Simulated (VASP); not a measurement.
# GaN: single point with PBE

Crystal: GaN.

```
CELL_PARAMETERS angstrom
0.00000 2.07557 2.07557
2.07557 0.00000 2.07557
2.07557 2.07557 0.00000
ATOMIC_POSITIONS crystal
Ga 0.00000 0.00000 0.00000
N 0.75000 0.75000 0.75000
```

The cell is a database's computed one.

The cell isn't the ideal one: B replaced by Ga, lengths x 1.147, strained and moved within the space group.

```yaml
Program: VASP 6.6.1
Task: single point
Functional: PBE
Potentials_or_basis: VASP PAW PBE potentials, release 64 (Ga_d, N)
Cutoff: 520 eV
k_mesh: 10 × 10 × 10
Occupations: gaussian, width 0.02 eV
Spin: no spin polarisation
```

```
Pressure               : 84.8 GPa
Band gap on the k mesh : 3.30 eV, direct
```

Levels at points of the mesh, in eV from the valence-band top:
| k point | band 5 | band 6 | band 7 | band 8 | band 9 | band 10 | band 11 | band 12 | band 13 | band 14 |
| --- | --- | --- | --- | --- | --- | --- | --- | --- | --- | --- |
| (0.00, 0.00, 0.00) | -13.30 | -13.30 | 0.00 | 0.00 | 0.00 | 3.30 | 11.88 | 11.88 | 11.88 | 20.77 |
| (0.50, 0.00, 0.00) | -13.21 | -11.99 | -8.91 | -1.33 | -1.33 | 6.36 | 9.90 | 11.62 | 11.62 | 17.95 |
| (0.50, 0.50, 0.00) | -13.15 | -11.63 | -7.24 | -3.72 | -3.72 | 3.39 | 8.00 | 13.76 | 16.71 | 16.71 |

It took 8 s on 1 thread of Intel(R) Xeon(R) Platinum 8375C CPU @ 2.90GHz (Ice Lake) (shared host), peak memory 0.14 GiB.

Caveat: the cell as given lies far from equilibrium; so large a pressure means that the cell lies far from this level's equilibrium, or that cutoff or potentials fall short. A k mesh can miss the band edges.
